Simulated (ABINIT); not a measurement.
Ag:

```xyz
1
Lattice="0.0000 2.0427 2.0427 2.0427 0.0000 2.0427 2.0427 2.0427 0.0000" Properties=species:S:1:pos:R:3 pbc="T T T"
Ag    0.0000    0.0000    0.0000
```

Base run:

- Program: ABINIT 10.8.3 (patched build)
- Functional: PBE
- Potentials or basis: JTH PAW PBE v2.0
- Cutoff: 463 eV
- k mesh: 11 × 11 × 11
- Occupations: fermi-dirac, width 0.05 eV
- Spin: no spin polarisation

Its results: band gap on the k mesh none (metal or under the smearing width); pressure 4.5 GPa.

Question: After a change of settings the same cell gave: band gap on the k mesh none (metal or under the smearing width); pressure 11.3 GPa. Which change was it?
A. functional from PBE to rPW86PBE
B. functional from PBE to PBEsol; k mesh from 11 × 11 × 11 to 9 × 9 × 9
C. functional from PBE to WC; spin from no spin polarisation to spin-orbit coupling, no magnetisation
D. functional from PBE to SOGGA; potentials or basis from JTH PAW PBE v2.0 to PseudoDojo NC SR PBEsol v0.4.1 standard; cutoff from 463 eV to 1116 eV; valence electrons from 11 to 19

Answer: A.

Caveats: the PAW data sets were made with another functional, which shifts forces and pressure a little (some runs).
